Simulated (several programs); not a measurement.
KTaO3 (Pm-3m): methods side by side

Measured values to be reproduced:
- volume: 12.69 Å³ an atom (298 K; Crystallography Open Database)

KTaO3 (from a published structure), relaxed with r2SCAN in Ansatz, was computed with several methods. The symmetry is Pm-3m (No. 221, cubic); a = 3.990 Å in the conventional setting, 12.71 Å³ an atom. K is surrounded by 12 O at 2.82 Å; Ta is surrounded by 6 O at 2.00 Å; O is surrounded by 2 Ta at 2.00 Å and 4 K at 2.82 Å. Spin-unpolarised calculation; the starting structure is a published one, and the numbers are computed.

```yaml
crystal:
  lattice:
    - [3.99013, 0.00000, 0.00000]
    - [0.00000, 3.99013, 0.00000]
    - [0.00000, 0.00000, 3.99013]
  atoms:
    - { symbol: K, position: [0.50000, 0.50000, 0.50000] }
    - { symbol: Ta, position: [0.00000, 0.00000, 0.00000] }
    - { symbol: O, position: [0.50000, 0.00000, 0.00000] }
    - { symbol: O, position: [0.00000, 0.50000, 0.00000] }
    - { symbol: O, position: [0.00000, 0.00000, 0.50000] }
```

Gaps and times are for a single point on this cell; volume and bulk modulus come from each method's own relaxation or energy curve at fixed shape. Times are rough, from shared hosts (Intel Xeon 6975P-C), and each method has its own mesh and cell size. Gaps from k meshes are read at a limited set of points (mesh, symmetry points, PBE's band edges), so each method's own least gap may be somewhat smaller. xTB and the PM methods were fitted mostly to molecules, and can miss a solid's gap by electronvolts. Minimal bases can be far off for gaps. Times of the plane-wave rungs are withheld (a dash), since they come from other jobs, hosts and meshes; the meshes of hybrids and Hartree-Fock don't converge their gaps to the digits shown. GLLB-SC's gap includes the derivative discontinuity. d marks a direct gap, i an indirect one (no mark: not told apart), a dash a value that wasn't computed or didn't pass its checks.

```tsv
method	kind	gap (eV)	own volume (Å³/atom)	bulk modulus (GPa)	atoms computed	processor time
PBEsol	semilocal	–	12.66	–	5	–
light PBE (260 eV, its own mesh)	light plane-wave	1.86 i	–	–	5	0.69 s
PBE	semilocal	2.22 i	13.04	188	5	–
LDA	semilocal	2.07 i	12.34	–	5	–
r2SCAN	semilocal	2.63 i	12.71	209	5	–
GFN1-xTB (DFTB+)	tight binding	2.75 i	–	–	5	6.2 s
PBE/SZV (CP2K)	small basis	1.14 i	13.32	182	5	11 s
PBE+SOC	semilocal	2.08 i	–	–	5	–
GLLB-SC (GPAW)	model potential	4.26	–	–	5	14 s
PBE0	hybrid	4.32 i	–	–	5	–
r2SCAN0	hybrid	4.63 i	–	–	5	–
PBE/DZVP (CP2K)	small basis	2.11 i	12.83	191	5	35 s
DDH-PBE0	hybrid	3.76 i	–	–	5	–
HSE06	hybrid	3.57 i	–	–	5	–
```

Against HSE06 (3.57 eV) the nearest gap at the points sampled is that of DDH-PBE0 (+0.20 eV) and the farthest that of PBE/SZV (CP2K) (-2.43 eV). HSE06 is only a yardstick of convenience, and nearness to it can be luck.

Volumes against r2SCAN's: PBEsol -0.4 %, PBE +2.6 %, LDA -2.8 %, PBE/SZV (CP2K) +4.8 %, PBE/DZVP (CP2K) +1.0 %.

Comparison with experiment:
- Volume, measured 12.69 Å³ an atom: PBEsol -0.2 %, PBE +2.7 %, LDA -2.7 %, r2SCAN +0.1 %, PBE/SZV (CP2K) +5.0 %, PBE/DZVP (CP2K) +1.1 %.
The calculations are for a static lattice; samples hold vibrations, temperature and, in optical gaps, excitons. A measured value is shown where most reports agree with it, and only for the quantities listed.

Only the rows marked +SOC include spin-orbit coupling.
